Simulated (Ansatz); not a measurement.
## Structure relaxation of B

These are results of DFT PBE, scalar-relativistic, plane waves, PAW (Ansatz), not measurements. Cutoff 420 eV, Γ-centred k mesh, Gaussian smearing, no spin polarisation in the final step.

The start puts B on the omega structure type (P6/mmm, No. 191), at a guessed volume.

```yaml
crystal:
  lattice:
    - [3.57895, 0.00000, 0.00000]
    - [-1.78947, 3.09946, 0.00000]
    - [0.00000, 0.00000, 2.19405]
  atoms:
    - { symbol: B, position: [0.00000, 0.00000, 0.00000] }
    - { symbol: B, position: [0.33333, 0.66667, 0.50000] }
    - { symbol: B, position: [0.66667, 0.33333, 0.50000] }
```

Cell and atoms relax at zero pressure; the relaxation can't lower the symmetry of the start. After a coarse first stage the cell is made exact in the group found at 0.06 Å.

Energies count from the standard state of B at the same level.

Task: What does it relax into?

Result: It keeps P6/mmm (No. 191), but not the shape of the type it started on. Conventional cell: a = 4.292 Å, c = 1.598 Å. B on Wyckoff site a (1 atom of the primitive cell) has 2 B at 1.60 Å; B on Wyckoff site d (2 atoms of the primitive cell) is coordinated by 2 B at 1.60 Å.

```cif
data_structure
_symmetry_space_group_name_H-M 'P6/mmm'
_symmetry_Int_Tables_number 191
_cell_length_a 4.2924
_cell_length_b 4.2924
_cell_length_c 1.5984
_cell_angle_alpha 90.000
_cell_angle_beta 90.000
_cell_angle_gamma 120.000
_cell_volume 25.50
loop_
_atom_site_label
_atom_site_type_symbol
_atom_site_symmetry_multiplicity
_atom_site_Wyckoff_symbol
_atom_site_fract_x
_atom_site_fract_y
_atom_site_fract_z
_atom_site_occupancy
B1 B 1 a 0.00000 0.00000 0.00000 1
B2 B 2 d 0.33333 0.66667 0.50000 1
```

Task: What are its volume, energy, density and gap?

Result: The volume per atom is 8.5 Å³. The density is 2.1 g/cm³. The energy over the standard structure is 1.12 eV/atom and the gap on the 12×12×26 mesh is 0 eV (a metal).

The final run used a 12×12×26 mesh on its 3-atom cell and 0.10 eV smearing. The k mesh leaves about 4 meV/atom of noise in metals. Weakly bound directions are ill-defined at this level, which has no dispersion term. Symmetry constrained the relaxation, so the result can be a saddle point.

This form isn't the element's structure at ambient conditions.